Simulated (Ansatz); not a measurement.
Input and command of a plane-wave DFT calculation in Ansatz:

```yaml
crystal:
  lattice:
    - [5.41300273, 0.0, 0.0]
    - [0.0, 5.41300273, 0.0]
    - [0.0, 0.0, 3.30778919]
  atoms:
    - { symbol: Zr, position: [0.29612546, 0.29612546, 0.0] }
    - { symbol: Zr, position: [0.70387454, 0.70387454, 0.0] }
    - { symbol: Zr, position: [0.79612546, 0.20387454, 0.5] }
    - { symbol: Zr, position: [0.20387454, 0.79612546, 0.5] }
    - { symbol: "N", position: [0.0, 0.0, 0.0] }
    - { symbol: "N", position: [0.5, 0.5, 0.5] }
basis:
  ecutwfc: 500
kpoints:
  mp_grid: { grid: [8, 8, 10] }
hamiltonian:
  xc: r2scan
scf:
  occupations: { method: gaussian, width: 0.1 }
  mixing: { ndim: 1, algorithm: broyden }
  max_iter: 120
  lower_state_search: "off"
  initial_density: { chi_scale: 0, normalization: atom }
output:
  forces: true
  stress: true
  eigenvalues: true
```

```bash
ansatz run input.yaml --threads 1 --pin off --max-ram 2560MiB --backend cpu --events-out ev --progress --plain --runs-dir out
```

Processor: Intel(R) Xeon(R) 6975P-C (Granite Rapids), 1 thread, on a host shared with other jobs.

Problem. Estimate time, memory and problem size.

Solution. About 27 s on 1 thread of Intel(R) Xeon(R) 6975P-C (Granite Rapids), on a shared host, peak memory 0.71 GiB. It solves 35 bands at 90 k points (the mesh reduced by symmetry) with about 2457 plane waves, in 14 SCF iterations.
